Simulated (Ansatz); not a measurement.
## Li2Se: excitons and shallow donors from band masses and screening

Computed with DFT r2SCAN, scalar-relativistic, plane waves, PAW in Ansatz.

Settings: cutoff 500 eV, Γ-centred mesh 8×8×8 on the computed 3-atom cell, Gaussian smearing of 0.02 eV; no spin polarisation.

Relaxed cell: Fm-3m, a = 5.987 Å, b = 5.987 Å, c = 5.987 Å, α = 90.00°, β = 90.00°, γ = 90.00°, 3 atoms in the primitive cell.

The calculation gives a Kohn–Sham gap of 3.48 eV, an electron mass of 0.372 mₑ and a hole mass of 0.61 mₑ (harmonic means over x, y, z and over the bands degenerate at each edge), and ε∞ = 4.26 (independent particles, mean of the diagonal).

Estimate the binding energy and radius of a Wannier–Mott exciton and of a shallow donor, and say whether the hydrogenic model can hold.

The reduced mass is μ = mₙmₕ/(mₙ + mₕ) = 0.231 mₑ, with mₙ and mₕ the band masses. With E_b = 13.606 eV × μ/ε² and a = 0.529 Å × ε/μ (μ in mₑ) the exciton has E_b = 173 meV and a = 9.8 Å. For a donor μ is the electron mass: 279 meV and 6.1 Å. The radius isn't large against the shortest lattice vector (4.23 Å), so the continuum picture is doubtful and the numbers are only a scale. In a polar crystal the ions screen too, so a state bound more weakly than an optical phonon feels the larger static constant, which lowers the energy and widens the orbit. The other way, the small Kohn–Sham gap and the missing local fields make ε∞ too large and the masses tend to be too light, which underbinds. The edges lie at different points of the zone, so the exciton is indirect.

Cost: 4 runs of about 2.6 core-minutes in all, on Intel Xeon Processor @ 2.50GHz (Skylake/Cascade Lake) (shared hosts).